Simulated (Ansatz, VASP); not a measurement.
# Be: VASP beside Ansatz

```
Be
1.0
    -1.25312    1.25312    1.25312
     1.25312   -1.25312    1.25312
     1.25312    1.25312   -1.25312
Be
1
Direct
  0.00000 0.00000 0.00000
```

This isn't the form of Be at room conditions, which is hcp.

Alike in both runs: task single point; functional PBE; k mesh 15 × 15 × 15; occupations gaussian, width 0.05 eV; no spin polarisation.

```csv
,VASP,Ansatz
version,VASP 6.6.1,Ansatz 0.2.0
potentials or method,"VASP PAW PBE potentials, release 64 (Be), cutoff 520 eV","all-electron LAPW, scalar-relativistic"
```

|  | VASP | Ansatz | Ansatz less VASP |
| --- | --- | --- | --- |
| gap on the k mesh at the Fermi level (eV) | none | none | - |
| pressure (GPa) | -0.7 | -0.9 | -0.17 |

A gap of «none» marks a metal or a gap that the smearing closes. Ansatz ran all-electron here, so the differences hold the error of VASP's frozen core and of both bases.
